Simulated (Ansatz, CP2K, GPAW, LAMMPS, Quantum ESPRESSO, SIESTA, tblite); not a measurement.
## Free surface of aqueous Ca2+ and SO4 2-, 6.5 mol of salt per kg of water at 360 K (189 atoms) in tblite

Aim: run free surface of aqueous Ca2+ and SO4 2-, 6.5 mol of salt per kg of water at 360 K (189 atoms) in tblite and see how near its forces come to a plane-wave reference, and at what cost.

Calculated with tblite 0.8.0; the method is named at each step.

### 1. The structure

The cell holds 189 atoms: 75 O, 6 S, 102 H and 6 Ca. Cell: a = 10.669 Å, b = 10.669 Å, c = 25.709 Å, α = 90.0°, β = 90.0°, γ = 90.0°. 51 H2O, 6 Ca2+, 6 SO4 2- placed at random, at 1.85 g/cm³, as a film with 12 Å of vacuum; overlaps pushed apart, then 10 ps at 400 K with divalent ions of Li, Roberts, Chakravorty and Merz (J. Chem. Theory Comput. 9, 2733 (2013)); MMFF94 bonds, angles, torsions, charges and radii (Halgren, J. Comput. Chem. 17, 490 (1996)) in harmonic and 12-6 forms; SPC/E water (Berendsen, Grigera and Straatsma, J. Phys. Chem. 91, 6269 (1987)); charges of ions scaled by 0.85. Snapshot after 20 ps at 360 K and fixed volume. Vacuum lies along c.

The yardstick, on the same geometry:

| Property | Result |
| --- | --- |
| method | Kohn-Sham DFT, PBE, PAW, plane waves (Ansatz 0.2.0); cutoff 420 eV, Γ point, fermi-dirac smearing of 0.05 eV; PAW set soft_2 |
| r.m.s. force component | 0.9682 eV/Å |
| longest force | 6.991 eV/Å |
| gap (highest filled to lowest empty level) | 4.012 eV |
| SCF cycles | 9 |
| time | 74 s on 4 threads of Arm Neoverse V1, shared host |
| CPU time | 4.7 min |

### 2. GFN1-xTB

Method: GFN1-xTB tight binding, diagonalisation.

Contents of run.py:

```python
import numpy as np
from ase.io import read
from tblite.ase import TBLite

atoms = read("structure.xyz")
atoms.calc = TBLite(method="GFN1-xTB", electronic_temperature=580, accuracy=1.0, max_iterations=250, mixer_damping=0.4, verbosity=1)
energy = atoms.get_potential_energy()
forces = atoms.get_forces()
print(f"energy {energy:.6f} eV")
print("forces (eV/A)")
for i, (a, f) in enumerate(zip(atoms, forces)):
    print(f"{i:4d} {a.symbol:2s} {f[0]:10.5f} {f[1]:10.5f} {f[2]:10.5f}")
print("charges (e)")
print(np.array2string(atoms.get_charges(), precision=4, suppress_small=True, max_line_width=110, threshold=100000))
```

Contents of structure.xyz:

```xyz
189
Lattice="10.66860 0.00000 0.00000 0.00000 10.66860 0.00000 0.00000 0.00000 25.70910" Properties=species:S:1:pos:R:3 pbc="T T T"
O 8.52485 10.45555 11.22845
S 8.65405 9.77788 12.54141
O 8.26987 10.64129 13.59009
O 7.84334 8.60380 12.65299
O 9.99445 9.29128 12.70235
O 8.29420 8.17706 7.94154
S 7.50845 6.97588 7.83073
O 7.38075 6.35358 9.14421
O 6.19771 7.24035 7.27773
O 8.14932 6.03139 7.01499
O 9.26472 2.32341 18.22338
S 10.50580 2.42807 17.53104
O 0.20558 1.12500 16.91582
O 10.45309 3.47572 16.60731
O 0.90342 2.71548 18.46967
O 4.02889 4.75051 12.36145
S 5.17598 4.98512 13.20959
O 6.15706 5.77993 12.47765
O 4.67893 5.65905 14.43412
O 5.75454 3.77242 13.70604
O 9.55352 1.32749 6.87358
S 0.18201 1.42938 7.47106
O 1.21569 1.88205 6.58204
O 0.24004 2.41644 8.47938
O 0.63083 0.28176 8.19812
O 5.16008 2.94517 7.14456
S 4.63487 3.11331 8.46138
O 5.28533 2.09606 9.26839
O 5.00741 4.40816 8.98456
O 3.19941 2.82846 8.55625
O 1.00167 5.75635 16.94204
H 1.99161 5.64497 16.85540
H 0.55103 4.88078 16.76799
O 9.87347 2.16903 11.14258
H 9.47254 1.26231 11.27344
H 9.42261 2.82355 11.74932
O 5.37868 10.14434 6.88078
H 4.51047 10.33137 6.42136
H 5.53039 9.15665 6.91780
O 0.63884 7.75703 14.51279
H 1.61384 7.71852 14.29400
H 0.16888 8.33026 13.84152
O 0.87664 7.85241 9.94171
H 0.75064 8.63655 9.33395
H 10.66199 7.58239 10.32503
O 9.06223 7.02197 10.99938
H 8.39864 6.78182 10.29084
H 8.58652 7.43761 11.77451
O 3.06050 1.27170 18.67046
H 2.35019 1.94766 18.47456
H 2.74844 0.66167 19.39880
O 1.75509 0.75054 14.94753
H 2.61935 1.24929 15.01231
H 1.23756 0.86885 15.79490
O 6.99028 4.25538 5.73184
H 7.40636 4.96175 6.30439
[... 129 atom lines left out ...]
Ca 7.16887 1.54247 7.21449
Ca 5.18302 6.29661 10.23813
Ca 1.68905 1.39311 10.18852
Ca 7.32677 2.14706 14.18422
```

On the command line:

```bash
OMP_NUM_THREADS=1 python run.py > output.txt
```

Output:

```text
------------------------------------------------------------
  cycle        total energy    energy error   density error
------------------------------------------------------------
      1     -421.2234071087  -4.2295660E+02   7.4137312E-01
      2     -426.3771113846  -5.1537043E+00   4.5647765E-01
      3     -418.5859937308   7.7911177E+00   3.7112110E-01
      4     -432.3505420605  -1.3764548E+01   1.2027204E-01
      5     -433.6971581870  -1.3466161E+00   3.2334456E-02
      6     -433.6862343892   1.0923798E-02   3.1678641E-02
      7     -433.7433909052  -5.7156516E-02   2.1772721E-02
      8     -433.8064049373  -6.3014032E-02   2.5446506E-03
      9     -433.8063681469   3.6790468E-05   1.8295771E-03
     10     -433.8065321330  -1.6398612E-04   1.3455845E-03
     11     -433.8067472747  -2.1514170E-04   9.4044787E-05
     12     -433.8067472078   6.6885150E-08   6.7732262E-05
     13     -433.8067477503  -5.4254139E-07   2.4305566E-05
     14     -433.8067477481   2.2110385E-09   2.1227710E-05
     15     -433.8067478004  -5.2237056E-08   4.4205871E-06
------------------------------------------------------------
 total:                                   6.185 sec
energy -11804.482874 eV
forces (eV/A)
   0 O     0.13648   -0.57397    0.14773
   1 S     0.57358    0.21607   -1.97750
   2 O    -0.98810    3.45389    2.56126
   3 O    -2.76481   -2.81151    0.30248
   4 O     2.52739   -0.98246    0.51591
   5 O     1.67307    1.44768   -0.07499
   6 S    -1.57654    0.61952    2.75765
   7 O    -1.18291   -0.42036    1.74769
   8 O    -1.23304    1.15067   -1.58802
   9 O     3.04660   -2.47330   -3.05162
  10 O    -2.94779   -0.13237    1.57136
  11 S     1.23018   -2.49535    0.97077
  12 O    -0.27275    0.12588   -0.40059
  13 O    -0.26659    3.51242   -3.50290
  14 O     1.74235    0.60587    2.36409
  15 O    -1.07714   -0.50072   -1.52821
  16 S    -0.77898    0.77610    0.34907
  17 O     0.69971    0.98711   -0.66089
  18 O     0.13215    1.78932    0.65824
  19 O     1.17851   -3.01421    0.02991
  20 O    -1.95088   -0.43507   -1.06286
  21 S     0.75412    0.80307    0.72226
  22 O     2.05765    0.37970   -4.22940
  23 O    -1.06650    5.12182    4.20363
[...]
181 H    -0.25841    0.64874   -1.68405
 182 H     0.60663   -1.10294    0.44691
 183 Ca    0.28730   -0.16628   -0.41880
 184 Ca   -0.18005   -0.46197    0.74319
 185 Ca    0.25271   -0.34632    0.66989
 186 Ca   -0.05128   -0.04664   -0.04848
 187 Ca   -0.38897    0.01707    0.14310
 188 Ca    0.14184    0.22789   -0.39299
charges (e)
[-0.5193  0.6561 -0.4044 -0.5075 -0.4935 -0.5041  0.6647 -0.4411 -0.5166 -0.4942 -0.5007  0.6653 -0.5261
 -0.4641 -0.5444 -0.4699  0.6555 -0.4389 -0.5654 -0.4018 -0.3955  0.6623 -0.4444 -0.3797 -0.4622 -0.4444
  0.6619 -0.4745 -0.3747 -0.3663 -0.6379  0.3573  0.3565 -0.6247  0.3684  0.3532 -0.5962  0.3364  0.3392
 -0.6178  0.3517  0.3613 -0.6816  0.3544  0.3639 -0.746   0.3714  0.3578 -0.7096  0.3463  0.3179 -0.706
  0.3217  0.3708 -0.7488  0.37    0.3521 -0.6833  0.3522  0.3467 -0.6244  0.3746  0.3642 -0.5827  0.3472
  0.3524 -0.5837  0.3402  0.3382 -0.5893  0.38    0.349  -0.6663  0.3488  0.3129 -0.6201  0.3666  0.3669
 -0.6088  0.3592  0.3567 -0.5795  0.3465  0.3428 -0.714   0.3655  0.3342 -0.6822  0.3136  0.3743 -0.6295
  0.336   0.3807 -0.6889  0.3603  0.3496 -0.69    0.3588  0.3296 -0.6774  0.3454  0.3593 -0.5738  0.3572
  0.3509 -0.6263  0.3326  0.377  -0.6674  0.314   0.3494 -0.566   0.362   0.363  -0.5947  0.3103  0.3407
 -0.671   0.3614  0.3565 -0.6898  0.3299  0.3609 -0.6217  0.3313  0.37   -0.593   0.3567  0.3747 -0.682
  0.3331  0.3571 -0.7039  0.3295  0.3566 -0.6438  0.3472  0.3434 -0.6135  0.3391  0.3684 -0.6306  0.3663
  0.3485 -0.6325  0.3631  0.34   -0.5975  0.3322  0.3554 -0.6979  0.3608  0.3534 -0.5844  0.3558  0.3461
 -0.5791  0.3181  0.3465 -0.6353  0.3439  0.3734 -0.6129  0.3723  0.3749 -0.6334  0.3418  0.3875 -0.6003
  0.3457  0.3507 -0.6543  0.3737  0.3376 -0.7101  0.3568  0.3315 -0.6853  0.3565  0.3436 -0.6545  0.3208
  0.3428  0.6443  0.7077  0.6971  0.7294  0.7402  0.6774]
```

It took 6.8 s on 1 thread of Arm Neoverse V1, shared host; peak memory 0.22 GiB.

Banners, paths, timers and routine set-up lines are dropped from the logs unmarked, and long logs keep their key lines alone; longer cuts are marked.

Numbers from this run, and their distance from the reference:

- r.m.s. force component: 1.002 eV/Å
- r.m.s. difference of force components: 328.6 meV/Å
- longest difference of force vectors: 1342 meV/Å
- force difference over r.m.s. force: 33.94 %
- slope of forces against the reference's: 0.9777
- correlation of force components: 0.9449

Length of the force difference by element (eV/Å):

| element | atoms | mean | most |
| --- | --- | --- | --- |
| Ca | 6 | 0.51 | 0.67 |
| H | 102 | 0.47 | 0.88 |
| O | 75 | 0.60 | 0.99 |
| S | 6 | 0.85 | 1.3 |

The surroundings of O24, which bears the longest force, nearest first, numbered as they follow in the input and with coordinates relative to it.

| atom | x | y | z | distance (Å) | bonds | Mulliken charge (e) | Fx | Fy | Fz (eV/Å) |
| --- | --- | --- | --- | --- | --- | --- | --- | --- | --- |
| O24 | 0.00 | 0.00 | 0.00 | 0.00 | 3 | -0.38 | -1.07 | 5.12 | 4.20 |
| S22 | -0.06 | -0.99 | -1.01 | 1.41 | 4 | 0.66 | 0.75 | 0.80 | 0.72 |
| O25 | 0.39 | -2.13 | -0.28 | 2.19 | 2 | -0.46 | 0.61 | -4.83 | 0.64 |
| O23 | 0.98 | -0.53 | -1.90 | 2.20 | 2 | -0.44 | 2.06 | 0.38 | -4.23 |
| O21 | -1.36 | -1.09 | -1.61 | 2.37 | 2 | -0.40 | -1.95 | -0.44 | -1.06 |
| Ca188 | 1.45 | -1.02 | 1.71 | 2.46 | 8 | 0.74 | -0.39 | 0.02 | 0.14 |
| H114 | -2.16 | 0.86 | 0.92 | 2.51 | 1 | 0.36 | -0.93 | 0.18 | -1.12 |
| Ca185 | 1.24 | 1.77 | -1.36 | 2.56 | 7 | 0.71 | -0.18 | -0.46 | 0.74 |
| O34 | -1.04 | -0.25 | 2.66 | 2.87 | 3 | -0.62 | -0.51 | -0.03 | 0.62 |
| H129 | 0.79 | 2.28 | 1.72 | 2.96 | 1 | 0.37 | 0.42 | 0.59 | -0.97 |
| O30 | 2.96 | 0.41 | 0.08 | 2.99 | 3 | -0.37 | -1.69 | 0.68 | -0.43 |
| O112 | -2.83 | 0.99 | 0.19 | 3.00 | 3 | -0.57 | 0.63 | 0.71 | 0.21 |
| O127 | 0.98 | 2.79 | 0.88 | 3.09 | 3 | -0.59 | -0.38 | 0.41 | 0.08 |

Atoms are counted from 1 here, from 0 in the log.

Forces lie 34 % from the reference's, at 0.024 times its CPU time (on 1 against 4 cores).

### 3. Summary of results

| Property | Result |
| --- | --- |
| force difference from the reference | tblite GFN1-xTB, 34 % |
| its CPU time | 6.8 s |

What this shows: Tight binding differs by 34 % (tblite GFN1-xTB); it is another model, with fitted parameters of its own, and the xTB methods hold dispersion. One electronic-structure run takes under half the reference's CPU time: tblite GFN1-xTB, at 34 % in 6.8 s against 4.7 min. Periodic xTB results under one method name differ between programs and library versions. The network of contacts between molecules at the start is that of the classical potential that made the cell, and needn't be the one that DFT or experiment would give. The concentration wasn't checked against solubility and may exceed it. The reference's PBE has no dispersion term, which matters for the binding between molecules or layers. The electronic-structure runs sample only Γ, in a cell whose shortest periodic width is 11 Å.

[Also dropped from logs without a mark: logging warnings of Python, and SIESTA's first energy breakdown and zero terms.]

[Logs are printed without paths, hosts, clocks, repeated set-up lines and the standing remarks that a program may print on its own settings, such as how far it seeks lower states.]

[Hosts, paths, dates, database ids (printed as entryN), source tags and the programs' standing remarks are cut or masked in the printed files.]

[The MMFF94 radii named for the starting cell were scaled by 0.96; in molecules described by MMFF94, hydrogen bound to N, O or S took a small fixed 12-6 site in their place.]
